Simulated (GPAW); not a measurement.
# AgCl (Chlorargyrite) (Fm-3m) in GPAW: notebook

Runs on AgCl (Chlorargyrite). Level: PBEsol+U. Tasks: band structure.

All numbers are computed with GPAW 26.7.0; they aren't measurements. Logs are shortened: lines on timing, memory, paths and dates and some standing lists are left out, and cuts for length are marked. The log counts tension as positive stress, the text compression.

**The experiment to reproduce.**

A printed reference work, data compilation reports, for a bulk crystal of AgCl: band gap 3.249 eV (indirect).

The results are compared with them further down.

### 1 The crystal as given

Symmetry: Fm-3m, No. 225, cubic system. The conventional cell has a = 5.470 Å, b = 5.470 Å, c = 5.470 Å, α = 90.00°, β = 90.00°, γ = 90.00°. Ag (site symmetry m-3m) is surrounded by 6 Cl at 2.73 Å. Cl (site symmetry m-3m) is surrounded by 6 Ag at 2.73 Å.

### 2 Band structure, PBEsol+U

The input, run.py:

```python
from ase import Atoms
from ase.dft.bandgap import bandgap
from ase.io import write
from ase.units import GPa
from gpaw import GPAW, PW, setup_paths

setup_paths.insert(0, '.')

atoms = Atoms(['Ag', 'Cl'],
              cell=[[0.0, 2.735, 2.735],
                    [2.735, 0.0, 2.735],
                    [2.735, 2.735, 0.0]],
              scaled_positions=[[0.0, 0.0, 0.0],
                                [0.5, 0.5, 0.5]],
              pbc=True)

calc = GPAW(mode=PW(600),
            xc='PBEsol',
            kpts={'size': (8, 8, 8), 'gamma': True},
            occupations={'name': 'fermi-dirac', 'width': 0.05},
            setups={'Ag': ':d,1.0'},
            nbands=23,
            convergence={'density': 1e-05, 'energy': 1e-05},
            maxiter=150,
            txt='gpaw.txt')
atoms.calc = calc
energy = atoms.get_potential_energy()
forces = atoms.get_forces()
stress = atoms.get_stress()
calc.write('gs.gpw')
write('result.traj', atoms)
print(f'Energy: {energy:.6f} eV')
print('Forces (eV/A):')
print(forces.round(4))
print('Stress (GPa):', (stress / GPa).round(3))
print('Fermi level:', round(calc.get_fermi_level(), 4), 'eV')
print(f'Gap: {bandgap(calc)[0]:.4f} eV, direct: {bandgap(calc, direct=True)[0]:.4f} eV')

path = atoms.cell.bandpath('GXWKGLUWLK,UX', npoints=60, eps=1e-4)
bs_calc = calc.fixed_density(kpts=path, symmetry='off', nbands=35,
                             convergence={'bands': 'CBM+6.0', 'eigenstates': 1e-6}, txt='bands.txt')
bs = bs_calc.band_structure()
bs.write('bs.json')
print(f'Gap on the path: {bandgap(bs_calc)[0]:.4f} eV')
```

Potentials or basis: PAW data sets generated in the run's folder for this functional, pw.

The run is started by

```console
gpaw-setup -f PBEsol Ag Cl
OMP_NUM_THREADS=1 python run.py
```

gpaw.txt:

```text
__  _  _
 | _ |_)|_||  |
 |__||  | ||/\| - 26.7.0

Input parameters:
  mode=PW(ecut=600.0),
  convergence={'density': 1e-05, 'energy': 1e-05},
  kpts=MonkhorstPack(size=(8, 8, 8), gamma=True),
  maxiter=150,
  nbands=23,
  occupations=Occupations(name='fermi-dirac', width=0.05),
  setups={'Ag': ':d,1.0'},
  xc=XC(name='PBEsol')

Diagonalizing LCAO Hamiltonian
Converting LCAO to pw mode

                Cl

       Ag

Atoms  # Å, Bohr magnetons
|   | symbol |        x |        y |        z |    initial magnetic moments |
|---|--------|----------|----------|----------|-----------------------------|
| 0 |     Ag | 0.000000 | 0.000000 | 0.000000 | ( 0.0000,  0.0000,  0.0000) |
| 1 |     Cl | 2.735000 | 2.735000 | 2.735000 | ( 0.0000,  0.0000,  0.0000) |

Unit cell  # Å
| periodic |        x |        y |        z |  lengths |    angles |
|----------|----------|----------|----------|----------|-----------|
|      yes | 0.000000 | 2.735000 | 2.735000 | 3.867874 | 60.000000 |
|      yes | 2.735000 | 0.000000 | 2.735000 | 3.867874 | 60.000000 |
|      yes | 2.735000 | 2.735000 | 0.000000 | 3.867874 | 60.000000 |

Number of symmetries: 48
Symmetry operations  # r_c * U_cc + t_c -> r_c
|    | kind |            matrix            |
|----|------|------------------------------|
|  0 |  σ   |  1, 0, 0,  1, 0,-1,  1,-1, 0 |
|  1 |  C2  |  1, 0, 0,  1,-1, 0,  1, 0,-1 |
|  2 |  E   |  1, 0, 0,  0, 1, 0,  0, 0, 1 |
|  3 |  σ   |  1, 0, 0,  0, 0, 1,  0, 1, 0 |
|  4 |  C4  |  1, 0,-1,  1, 0, 0,  1,-1, 0 |
|  5 |  S6  |  1, 0,-1,  1,-1, 0,  1, 0, 0 |
|  6 |  σ   |  1, 0,-1,  0, 1,-1,  0, 0,-1 |
|  7 |  C3  |  1, 0,-1,  0, 0,-1,  0, 1,-1 |
|  8 |  S6  |  1,-1, 0,  1, 0, 0,  1, 0,-1 |
|  9 |  C4  |  1,-1, 0,  1, 0,-1,  1, 0, 0 |
| 10 |  C3  |  1,-1, 0,  0,-1, 1,  0,-1, 0 |
| 11 |  σ   |  1,-1, 0,  0,-1, 0,  0,-1, 1 |
| 12 |  σ   |  0, 1, 0,  1, 0, 0,  0, 0, 1 |
| 13 |  C4  |  0, 1, 0,  0, 1,-1, -1, 1, 0 |
| 14 |  C3  |  0, 1, 0,  0, 0, 1,  1, 0, 0 |
| 15 |  S6  |  0, 1, 0, -1, 1, 0,  0, 1,-1 |
| 16 |  C2  |  0, 1,-1,  1, 0,-1,  0, 0,-1 |
| 17 |  σ   |  0, 1,-1,  0, 1, 0, -1, 1, 0 |
| 18 |  S4  |  0, 1,-1,  0, 0,-1,  1, 0,-1 |
| 19 |  C4  |  0, 1,-1, -1, 1, 0,  0, 1, 0 |
| 20 |  C3  |  0, 0, 1,  1, 0, 0,  0, 1, 0 |
| 21 |  σ   |  0, 0, 1,  0, 1, 0,  1, 0, 0 |
| 22 |  S6  |  0, 0, 1,  0,-1, 1, -1, 0, 1 |
| 23 |  C4  |  0, 0, 1, -1, 0, 1,  0,-1, 1 |
| 24 |  S4  |  0, 0,-1,  1, 0,-1,  0, 1,-1 |
| 25 |  C3  |  0, 0,-1,  0, 1,-1,  1, 0,-1 |
| 26 |  C2  |  0, 0,-1,  0,-1, 0, -1, 0, 0 |
| 27 |  S6  |  0, 0,-1, -1, 0, 0,  0,-1, 0 |
| 28 |  S4  |  0,-1, 1,  1,-1, 0,  0,-1, 0 |
| 29 |  C4  |  0,-1, 1,  0, 0, 1, -1, 0, 1 |
| 30 |  C2  |  0,-1, 1,  0,-1, 0,  1,-1, 0 |
| 31 |  σ   |  0,-1, 1, -1, 0, 1,  0, 0, 1 |
| 32 |  C3  |  0,-1, 0,  1,-1, 0,  0,-1, 1 |
| 33 |  S6  |  0,-1, 0,  0, 0,-1, -1, 0, 0 |
| 34 |  S4  |  0,-1, 0,  0,-1, 1,  1,-1, 0 |
| 35 |  C2  |  0,-1, 0, -1, 0, 0,  0, 0,-1 |
| 36 |  C2  | -1, 1, 0,  0, 1, 0,  0, 1,-1 |
| 37 |  S6  | -1, 1, 0,  0, 1,-1,  0, 1, 0 |
| 38 |  S4  | -1, 1, 0, -1, 0, 1, -1, 0, 0 |
| 39 |  C3  | -1, 1, 0, -1, 0, 0, -1, 0, 1 |
| 40 |  S6  | -1, 0, 1,  0, 0, 1,  0,-1, 1 |
| 41 |  C2  | -1, 0, 1,  0,-1, 1,  0, 0, 1 |
| 42 |  C3  | -1, 0, 1, -1, 1, 0, -1, 0, 0 |
| 43 |  S4  | -1, 0, 1, -1, 0, 0, -1, 1, 0 |
[... 67 lines left out ...]
      core: 2.19  # [Å]
    projectors
    | kind |    occ | energy [eV] | rcut [Å] |
    |------|--------|-------------|----------|
    |   5s |  1.000 |      -4.417 |    1.286 |
    |   4p |  6.000 |     -58.524 |    1.328 |
    |   5p |  0.000 |      -0.670 |    1.328 |
    |   4d | 10.000 |      -7.455 |    1.180 |
    |    s |        |      22.795 |    1.286 |
    |    d |        |      19.756 |    1.180 |

    Using partial waves for Ag as LCAO basis

  Cl:
    name:    Chlorine
    Z:       17.0
    valence: 7
    core:    10
    charge:  0.0  # [|e|]
    compensation charges:
      type: gauss
      rc: 0.25  # [Å]
      lmax: 2
    cutoffs:
      filter: 1.40  # [Å]
      core: 1.49  # [Å]
    projectors
    | kind |    occ | energy [eV] | rcut [Å] |
    |------|--------|-------------|----------|
    |   3s |  2.000 |     -20.615 |    0.794 |
    |   3p |  5.000 |      -8.561 |    0.794 |
    |    s |        |       6.597 |    0.794 |
    |    p |        |      18.651 |    0.794 |
    |    d |        |       0.000 |    0.794 |

    Using partial waves for Cl as LCAO basis

Reference energy: -157065.071766  # eV

eigensolver:
  PPCG
  Converge bands: occupied
  niter=2

density mixing:
  MSR1-Mixer
  Pratt-step length: 0.05
  Maximum mixing coefficient: 0.75
  Old densities: 10
  SVD Regularization: 0.005
  Good broyden scale: 1.0
  Trust region scale: 1.0
  Backstep threshold: 4.0
  History deletion threshold: 6.0
  Fourier metric: weight=20.0, sigma=0.015

occupation numbers:
  Fermi-Dirac:
    width: 0.0500  # eV

poisson solver:
  ecut: 4800.0  # eV

xc functional:
  name: PBEsol with 2 nearest neighbor stencil

convergence criteria:
[... 6 lines left out ...]
|iter     | |      energy | eigst |  dens |
|---------|-|-------------|-------|-------|
|iter:   1| |   -6.257909 | -0.55 |       |
|iter:   2| |   -6.240162 | -2.34 | -1.60 |
|iter:   3| |   -6.157474 | -2.67 | -1.63 |
|iter:   4| |   -6.156455 | -3.97 | -2.24 |
|iter:   5| |   -6.156522 | -4.76 | -2.63 |
|iter:   6| |   -6.156515c| -5.79 | -3.37 |
|iter:   7| |   -6.156519c| -6.96 | -3.79 |
|iter:   8| |   -6.156519c| -7.56c| -4.75 |
|iter:   9| |   -6.156519c| -8.62c| -5.57c|

Converged in 9 steps
Energy contributions relative to reference atoms: (reference = -157065.071766)

Energy contributions:
  Kinetic:          14.488987
  Coulomb:         -13.551798
  Zero:              0.015221
  External:          0.000000
  Xc:               -7.108928
  Entropy:          -0.000002
  Spinorbit:         0.000000
  ----------------------------
  Free energy:      -6.156520
  Extrapolated:     -6.156519

dipole moment: (-16.686254, -16.686254, -16.686254)  # |e|*Ang

Fermi level: 4.824
Eigenvalues  # (at kpt = [0.000, 0.000, 0.000])
| band index |      eig [eV] | occ [0-2] |
|------------|---------------|-----------|
|          0 |       -48.637 |     2.000 |
|        ... |               |           |
|          4 |         1.521 |     2.000 |
|          5 |         1.521 |     2.000 |
|          6 |         1.521 |     2.000 |
|          7 |         1.543 |     2.000 |
|          8 |         1.543 |     2.000 |
|          9 |         1.935 |     2.000 |
[... 8 lines left out ...]
|         18 |        17.892 |     0.000 |
|         19 |        17.970 |     0.000 |
|        ... |               |           |
|         22 |        24.563 |     0.000 |

Gap: 0.926 eV
Transition (v -> c):
  (s=0, k=28, n=11, [0.50, 0.50, 0.50]) -> (s=0, k=0, n=12, [0.00, 0.00, 0.00])
Direct/indirect transitions are different
Direct gap: 3.276 eV
Transition at: (s=0, k=0, n=11, [0.00, 0.00, 0.00])

Forces  # eV/Ang
|        x |       y |        z |
|----------|---------|----------|
| -0.00000 | 0.00000 |  0.00000 |  # Ag   0
|  0.00000 | 0.00000 | -0.00000 |  # Cl   1

Stress tensor  # eV/Ang^3
|        x |         y |         z |
|----------|-----------|-----------|
| 0.002350 |  0.000000 |  0.000000 |
| 0.000000 |  0.002350 | -0.000000 |
| 0.000000 | -0.000000 |  0.002350 |

# Writing to gs.gpw (mode='')
```

stdout:

```text
Energy: -6.156519 eV
Forces (eV/A):
[[-0.  0.  0.]
 [ 0.  0. -0.]]
Stress (GPa): [ 0.376  0.376  0.376 -0.     0.     0.   ]
Fermi level: 4.8238 eV
Gap: 0.9256 eV, direct: 3.2756 eV
Gap on the path: 0.9256 eV
```

bands.txt:

```text
Diagonalizing LCAO Hamiltonian
Converting LCAO to pw mode
convergence criteria:
- Maximum integral of absolute [eigenst]ate change: 1e-06 eV^2 / valence electron
maximum number of iterations: 150

SCF iterations
|iter     | |      energy | eigst |  dens |
[... 65 lines left out ...]
         [0.42857143, 0.42857143, 0.64285714],
         [0.41071429, 0.41071429, 0.67857143],
         [0.39285714, 0.39285714, 0.71428571],
         [0.375     , 0.375     , 0.75      ],
         [0.625     , 0.25      , 0.625     ],
         [0.59375   , 0.1875    , 0.59375   ],
         [0.5625    , 0.125     , 0.5625    ],
         [0.53125   , 0.0625    , 0.53125   ],
         [0.5       , 0.        , 0.5       ]])),
  maxiter=150,
  nbands=35,
  occupations=Occupations(name='fermi-dirac', width=0.05),
  setups={'Ag': ':d,1.0'},
  symmetry=Symmetry(point_group=False, time_reversal=False),
  xc=XC(name='PBEsol')
```

Wall time 41 s (1 thread of Intel Xeon Platinum 8488C (Sapphire Rapids), shared host); peak memory 0.25 GiB.

What came out:

| Property | Result |
| --- | --- |
| Free energy | -6.1565 eV |
| Pressure | -0.4 GPa |
| Band gap on the k mesh | 0.93 eV, indirect (least direct gap 3.28 eV) |
| Band gap along the path | 0.93 eV, indirect (least direct gap 3.15 eV) |

Levels at the corners of the path, in eV from the valence-band top:
| point | band 8 | band 9 | band 10 | band 11 | band 12 | band 13 | band 14 |
| --- | --- | --- | --- | --- | --- | --- | --- |
| Γ | -2.74 | -2.74 | -2.35 | -2.35 | -2.35 | 0.93 | 10.69 |
| X | -3.12 | -2.54 | -2.23 | -2.23 | -2.13 | 2.37 | 7.86 |
| W | -2.23 | -2.23 | -2.23 | -2.23 | -1.35 | 4.34 | 7.86 |
| K | -2.60 | -2.30 | -2.08 | -1.87 | -1.17 | 3.67 | 7.22 |
| Γ | -2.74 | -2.74 | -2.35 | -2.35 | -2.35 | 0.93 | 10.69 |
| L | -2.36 | -2.36 | -1.98 | 0.00 | 0.00 | 4.08 | 6.88 |
| U | -2.60 | -2.30 | -2.08 | -1.87 | -1.17 | 3.67 | 7.22 |
| W | -2.23 | -2.23 | -2.23 | -2.23 | -1.35 | 4.34 | 7.86 |
| L | -2.36 | -2.36 | -1.98 | 0.00 | 0.00 | 4.08 | 6.88 |
| K | -2.60 | -2.30 | -2.08 | -1.87 | -1.17 | 3.67 | 7.22 |
| U | -2.60 | -2.30 | -2.08 | -1.87 | -1.17 | 3.67 | 7.22 |
| X | -3.12 | -2.54 | -2.23 | -2.23 | -2.13 | 2.37 | 7.86 |

### 3 Band structure, PBEsol+U

Edit run.py of step 2 so:

```diff
@@ -20,3 +20,3 @@
             occupations={'name': 'fermi-dirac', 'width': 0.05},
-            setups={'Ag': ':d,1.0'},
+            setups={'Ag': ':d,2.0'},
             nbands=23,
```

Potentials or basis: PAW data sets generated in the run's folder for this functional, pw.

The run is started by

```console
gpaw-setup -f PBEsol Ag Cl
OMP_NUM_THREADS=1 python run.py
```

Run time: 39 s. Hardware: 1 thread of Intel Xeon Platinum 8488C (Sapphire Rapids), shared host; peak memory 0.25 GiB.

It converged, with:

| Property | Result |
| --- | --- |
| Free energy | -6.1747 eV |
| Pressure | -0.2 GPa |
| Band gap on the k mesh | 1.14 eV, indirect (least direct gap 3.32 eV) |
| Band gap along the path | 1.14 eV, indirect (least direct gap 3.27 eV) |

Levels at the corners of the path, in eV from the valence-band top:
```csv
point,band 10,band 11,band 12,band 13,band 14
Γ,-2.18,-2.18,-2.18,1.14,10.83
X,-2.37,-2.37,-2.28,2.60,7.98
W,-2.30,-2.30,-1.37,4.55,8.03
K,-2.19,-1.95,-1.18,3.89,7.38
Γ,-2.18,-2.18,-2.18,1.14,10.83
L,-2.08,0.00,0.00,4.28,7.10
U,-2.19,-1.95,-1.18,3.89,7.38
W,-2.30,-2.30,-1.37,4.55,8.03
L,-2.08,0.00,0.00,4.28,7.10
K,-2.19,-1.95,-1.18,3.89,7.38
U,-2.19,-1.95,-1.18,3.89,7.38
X,-2.37,-2.37,-2.28,2.60,7.98
```

### 4 Band structure, PBEsol+U

Edit run.py of step 3 so:

```diff
@@ -20,3 +20,3 @@
             occupations={'name': 'fermi-dirac', 'width': 0.05},
-            setups={'Ag': ':d,2.0'},
+            setups={'Ag': ':d,3.0'},
             nbands=23,
```

Potentials or basis: PAW data sets generated in the run's folder for this functional, pw.

The run is started by

```console
gpaw-setup -f PBEsol Ag Cl
OMP_NUM_THREADS=1 python run.py
```

gpaw.txt:

```text
__  _  _
 | _ |_)|_||  |
 |__||  | ||/\| - 26.7.0

Input parameters:
  mode=PW(ecut=600.0),
  convergence={'density': 1e-05, 'energy': 1e-05},
  kpts=MonkhorstPack(size=(8, 8, 8), gamma=True),
  maxiter=150,
  nbands=23,
  occupations=Occupations(name='fermi-dirac', width=0.05),
  setups={'Ag': ':d,3.0'},
  xc=XC(name='PBEsol')

Diagonalizing LCAO Hamiltonian
Converting LCAO to pw mode

                Cl

       Ag

Atoms  # Å, Bohr magnetons
|   | symbol |        x |        y |        z |    initial magnetic moments |
|---|--------|----------|----------|----------|-----------------------------|
| 0 |     Ag | 0.000000 | 0.000000 | 0.000000 | ( 0.0000,  0.0000,  0.0000) |
| 1 |     Cl | 2.735000 | 2.735000 | 2.735000 | ( 0.0000,  0.0000,  0.0000) |

Unit cell  # Å
| periodic |        x |        y |        z |  lengths |    angles |
|----------|----------|----------|----------|----------|-----------|
|      yes | 0.000000 | 2.735000 | 2.735000 | 3.867874 | 60.000000 |
[... 212 lines left out ...]
  Entropy:          -0.000000
  Spinorbit:         0.000000
  ----------------------------
  Free energy:      -6.210099
  Extrapolated:     -6.210099

dipole moment: (-16.587173, -16.587173, -16.587173)  # |e|*Ang

Fermi level: 4.668
Eigenvalues  # (at kpt = [0.000, 0.000, 0.000])
| band index |      eig [eV] | occ [0-2] |
|------------|---------------|-----------|
|          0 |       -48.141 |     2.000 |
|        ... |               |           |
|          4 |         0.873 |     2.000 |
|          5 |         0.873 |     2.000 |
|          6 |         0.893 |     2.000 |
|          7 |         0.893 |     2.000 |
|          8 |         0.893 |     2.000 |
|          9 |         1.906 |     2.000 |
[... 8 lines left out ...]
|         18 |        17.777 |     0.000 |
|         19 |        18.065 |     0.000 |
|        ... |               |           |
|         22 |        24.654 |     0.000 |

Gap: 1.348 eV
Transition (v -> c):
  (s=0, k=28, n=11, [0.50, 0.50, 0.50]) -> (s=0, k=0, n=12, [0.00, 0.00, 0.00])
Direct/indirect transitions are different
Direct gap: 3.361 eV
Transition at: (s=0, k=0, n=11, [0.00, 0.00, 0.00])

Forces  # eV/Ang
|       x |        y |       z |
|---------|----------|---------|
| 0.00000 |  0.00000 | 0.00000 |  # Ag   0
| 0.00000 | -0.00000 | 0.00000 |  # Cl   1

Stress tensor  # eV/Ang^3
|         x |         y |         z |
|-----------|-----------|-----------|
| -0.000051 | -0.000000 | -0.000000 |
| -0.000000 | -0.000051 |  0.000000 |
| -0.000000 |  0.000000 | -0.000051 |

# Writing to gs.gpw (mode='')
```

stdout:

```text
Energy: -6.210099 eV
Forces (eV/A):
[[ 0.  0.  0.]
 [ 0. -0.  0.]]
Stress (GPa): [-0.008 -0.008 -0.008  0.    -0.    -0.   ]
Fermi level: 4.6679 eV
Gap: 1.3482 eV, direct: 3.3610 eV
Gap on the path: 1.3482 eV
```

Wall time 41 s (1 thread of Intel Xeon Platinum 8488C (Sapphire Rapids), shared host); peak memory 0.25 GiB.

What came out:

```yaml
Free_energy: -6.2101 eV
Pressure: 0.0 GPa
Band_gap_on_the_k_mesh: 1.35 eV, indirect (least direct gap 3.36 eV)
Band_gap_along_the_path: 1.35 eV, indirect (least direct gap 3.36 eV)
```

Levels at the corners of the path, in eV from the valence-band top:
```tsv
point	band 10	band 11	band 12	band 13	band 14
Γ	-2.01	-2.01	-2.01	1.35	10.96
X	-2.53	-2.53	-2.45	2.83	8.09
W	-2.37	-2.37	-1.40	4.76	8.19
K	-2.30	-2.04	-1.19	4.10	7.54
Γ	-2.01	-2.01	-2.01	1.35	10.96
L	-2.17	0.00	0.00	4.47	7.31
U	-2.30	-2.04	-1.19	4.10	7.54
W	-2.37	-2.37	-1.40	4.76	8.19
L	-2.17	0.00	0.00	4.47	7.31
K	-2.30	-2.04	-1.19	4.10	7.54
U	-2.30	-2.04	-1.19	4.10	7.54
X	-2.53	-2.53	-2.45	2.83	8.09
```

[end of part 1 of 2]
